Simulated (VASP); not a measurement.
**VASP 6.6.1 run: ZnSe**

INCAR

```
LASPH = .TRUE.
ISIF = 3
LCHARG = .FALSE.
PREC = Accurate
LWAVE = .FALSE.
EDIFFG = -5E-3
NSW = 40
LREAL = .FALSE.
IBRION = 2
EDIFF = 1E-6
NELM = 71
NBANDS = 16
GGA = PE
ENCUT = 600
SIGMA = 0.02
ISMEAR = -1
```

KPOINTS

```
KPOINTS created by Atomic Simulation Environment
0
Gamma
8 8 8
0 0 0
```

POSCAR

```
Zn Se
 1.0000000000000000
     0.0000000000000000    2.7008445593000001    2.7008445593000001
     2.7008445593000001    0.0000000000000000    2.7008445593000001
     2.7008445593000001    2.7008445593000001    0.0000000000000000
 Zn  Se
   1   1
Cartesian
  0.0000000000000000  0.0000000000000000  0.0000000000000000
  1.3504222796500001  1.3504222796500001  1.3504222796500001
```

The recommended PBE PAW datasets give the neutral cell 18 valence electrons.

Command

```
mpirun -np 1 vasp_std
```

Problem. How does this run end, and what does it give?

Solution. It converged. Results: relaxed cell vector lengths 4.059, 4.059, 4.059 Å; relaxed cell volume 47.28 Å³.

OSZICAR

```
N       E                     dE             d eps       ncg     rms          rms(c)
DAV:   1     0.929677970089E+02    0.92968E+02   -0.97806E+03   928   0.150E+03
DAV:   2    -0.399471229257E+00   -0.93367E+02   -0.87296E+02  1056   0.278E+02
DAV:   3    -0.596559090624E+01   -0.55661E+01   -0.55429E+01  1152   0.643E+01
DAV:   4    -0.600826347119E+01   -0.42673E-01   -0.42668E-01  1064   0.587E+00
DAV:   5    -0.600844284023E+01   -0.17937E-03   -0.17937E-03  1216   0.357E-01    0.630E+00
DAV:   6    -0.573316984540E+01    0.27527E+00   -0.55065E-01  1296   0.265E+01    0.466E+00
DAV:   7    -0.570918286333E+01    0.23987E-01   -0.18413E-01  1096   0.414E+00    0.193E+00
DAV:   8    -0.570856239017E+01    0.62047E-03   -0.55527E-03  1352   0.107E+00    0.502E-01
DAV:   9    -0.570861675843E+01   -0.54368E-04   -0.13661E-03  1024   0.296E-01    0.617E-02
DAV:  10    -0.570870966785E+01   -0.92909E-04   -0.26250E-04  1312   0.162E-01    0.318E-02
...
DAV:   6    -0.603149218542E+01   -0.19912E-06   -0.18436E-06   744   0.141E-02
   4 F= -.60314922E+01 E0= -.60314922E+01  d E =-.322787E+00
       N       E                     dE             d eps       ncg     rms          rms(c)
DAV:   1    -0.603199809208E+01   -0.50611E-03   -0.55020E-03  1208   0.136E+00    0.155E-01
DAV:   2    -0.603158216556E+01    0.41593E-03   -0.12626E-03  1144   0.879E-01    0.557E-02
DAV:   3    -0.603153374137E+01    0.48424E-04   -0.45932E-05  1112   0.579E-02    0.267E-02
DAV:   4    -0.603152234040E+01    0.11401E-04   -0.71355E-06  1152   0.317E-02    0.107E-02
DAV:   5    -0.603152090479E+01    0.14356E-05   -0.15204E-06   704   0.204E-02    0.780E-04
DAV:   6    -0.603152092937E+01   -0.24584E-07   -0.63767E-07   464   0.902E-03
   5 F= -.60315209E+01 E0= -.60315209E+01  d E =-.287439E-04
```

```csv
ionic step,ΔE (meV/atom),volume (Å³),largest force (eV/Å),pressure (GPa),electronic steps
1,0.0,39.40,0.000,15.55,12
2,-134.7,51.35,0.000,-3.90,10
3,-161.4,47.19,0.000,0.05,9
4,-161.4,47.36,0.000,-0.08,6
5,-161.4,47.28,0.000,-0.03,6
```

 The volume moved far on the plane waves of the start cell, so a restart from CONTCAR is due.

For comparison, a separate PBE relaxation on usual settings, not on those above, ends at 47.26 Å³.
